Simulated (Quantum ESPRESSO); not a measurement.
HfC in Quantum ESPRESSO: the effect of functional

Crystal: HfC.

```
Hf C
1.0
     0.00000    2.32500    2.32500
     2.32500    0.00000    2.32500
     2.32500    2.32500    0.00000
Hf C
1 1
Direct
  0.50000 0.50000 0.50000
  0.00000 0.00000 0.00000
```

Alike in all runs:

```yaml
Program: Quantum ESPRESSO 7.5
Task: phonons
Cutoff: 612 eV
Density_cutoff: 4898 eV
k_mesh: 8 × 8 × 8
Occupations: cold, width 0.2 eV
Spin: no spin polarisation
```

Each run relaxes the cell or the atoms first.

Problem. One run gave: relaxed volume 11.99 Å³/atom; highest phonon frequency 488 cm⁻¹. Which functional did it use?
A. RPBE
B. WC
C. AM05
D. LDA
E. PBEsol

Solution. D.

| functional | potentials or basis | relaxed volume (Å³/atom) | highest phonon frequency (cm⁻¹) |
| --- | --- | --- | --- |
| LDA | GBRV 1.5 LDA | 11.99 | 488 |
| PBEsol | GBRV 1.5 PBEsol | 12.24 | 484 |
| AM05 | GBRV 1.5 PBE | 12.22 | 486 |
| WC | GBRV 1.5 PBE | 12.31 | 480 |
| RPBE | GBRV 1.5 PBE | 12.76 | 452 |

Caveats: the mesh is thin for the phonons of a metal; the potentials were made for another functional, which shifts forces and pressure (some runs).

Runs at the PBE level aren't shown here.
